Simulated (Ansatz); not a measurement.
# TiO2: the cost of one run

Program: Ansatz 0.2.0. Level of theory: DFT PBE+D3(BJ), plane waves, PAW, scalar-relativistic, no spin polarisation. These are calculated values, not measurements.

The COD cell was measured well above room temperature, so it is larger than a cold one.

1 further run of the same task is left out (it didn't finish).

### Step 1. Starting point

The cell holds 24 atoms (O16Ti8): a = 5.370 Å, b = 10.304 Å, c = 17.062 Å, α = 90.00°, β = 90.00°, γ = 105.10°.

As a file:

```xyz
24
Lattice="5.3699 0.0000 0.0000 -2.6850 9.9482 0.0000 0.0000 0.0000 17.0615" Properties=species:S:1:pos:R:3 pbc="T T T"
Ti    0.0000    0.0000    1.0000
Ti    1.3425    8.0046    2.9390
O     2.6850    8.0315    1.5372
O     1.3425    6.0880    3.4762
O     1.3425    9.9213    2.4018
O     0.0000    7.2531    1.7554
Ti    0.0000    5.3364    2.2927
Ti    1.3425    2.6682    1.6463
O     0.0000    3.4198    2.8299
O     1.3425    0.7516    2.1836
O     1.3425    4.5849    1.1091
O     2.6850    2.6413    3.0481
Ti    2.6850    0.7247    3.5853
Ti   -1.3425    8.7293    5.5243
O     0.0000    8.7562    4.1225
O    -1.3425    6.8126    6.0615
O     1.3425    0.6977    4.9871
O     2.6850    7.9777    4.3407
Ti    2.6850    6.0611    4.8780
Ti    4.0274    3.3929    4.2316
O     2.6850    4.1444    5.4152
O     4.0274    1.4762    4.7689
O    -1.3425    5.3095    3.6944
O     0.0000    3.3660    5.6334
```

### Step 2. Relaxing the start

input.yaml reads:

```yaml
accuracy: low
crystal:
  lattice:
    - [5.36991, 0.0, 0.0]
    - [-2.684955, 9.948177, 0.0]
    - [0.0, 0.0, 17.061533]
  atoms:
    - { symbol: Ti, position: [0.0, 0.0, 0.0586114] }
    - { symbol: Ti, position: [0.6523161, 0.8046322, 0.1722581] }
    - { symbol: O, position: [0.9036684, 0.8073367, 0.0900991] }
    - { symbol: O, position: [0.5559845, 0.6119689, 0.2037458] }
    - { symbol: O, position: [0.7486477, 0.9972954, 0.1407704] }
    - { symbol: O, position: [0.3645423, 0.7290847, 0.1028881] }
    - { symbol: Ti, position: [0.2682107, 0.5364214, 0.1343759] }
    - { symbol: Ti, position: [0.3841054, 0.2682107, 0.0964936] }
    - { symbol: O, position: [0.1718791, 0.3437582, 0.1658636] }
    - { symbol: O, position: [0.2877737, 0.0755475, 0.1279813] }
    - { symbol: O, position: [0.480437, 0.460874, 0.0650059] }
    - { symbol: O, position: [0.6327531, 0.2655061, 0.1786526] }
    - { symbol: Ti, position: [0.5364214, 0.0728429, 0.2101404] }
    - { symbol: Ti, position: [0.1887375, 0.877475, 0.3237871] }
    - { symbol: O, position: [0.4400898, 0.8801796, 0.2416281] }
    - { symbol: O, position: [0.0924059, 0.6848118, 0.3552748] }
    - { symbol: O, position: [0.2850691, 0.0701383, 0.2922994] }
    - { symbol: O, position: [0.9009638, 0.8019276, 0.2544171] }
    - { symbol: Ti, position: [0.8046322, 0.6092643, 0.2859048] }
    - { symbol: Ti, position: [0.9205268, 0.3410536, 0.2480226] }
    - { symbol: O, position: [0.7083005, 0.4166011, 0.3173926] }
    - { symbol: O, position: [0.8241952, 0.1483903, 0.2795103] }
    - { symbol: O, position: [0.0168584, 0.5337168, 0.2165349] }
    - { symbol: O, position: [0.1691745, 0.338349, 0.3301816] }
basis:
  ecutwfc: 420.0
kpoints:
  mp_grid: { grid: [2, 1, 1] }
hamiltonian:
  xc: pbe
  dispersion: d3bj
  pseudopotentials: { kind: paw, azcp: { folder: soft_1 } }
scf:
  occupations: { method: fermi_dirac, width: 0.02 }
  lower_state_search: "off"
relax:
  f_tol: 0.08
  max_steps: 25
  adjacent_minimum: "off"
  constraints: [{ sites: [0, 2, 4, 5, 6, 7, 9, 10] }]
```

Started as:

```sh
ansatz run input.yaml --threads 2 --pin off --max-ram 5120MiB --backend cpu --events-out ev --progress --plain --runs-dir out
```

Q: Estimate wall time and peak memory on 2 threads of Intel Xeon Platinum 8375C at 2.90GHz (Ice Lake), shared host.

About 75 s, with a peak of 1.4 GiB.
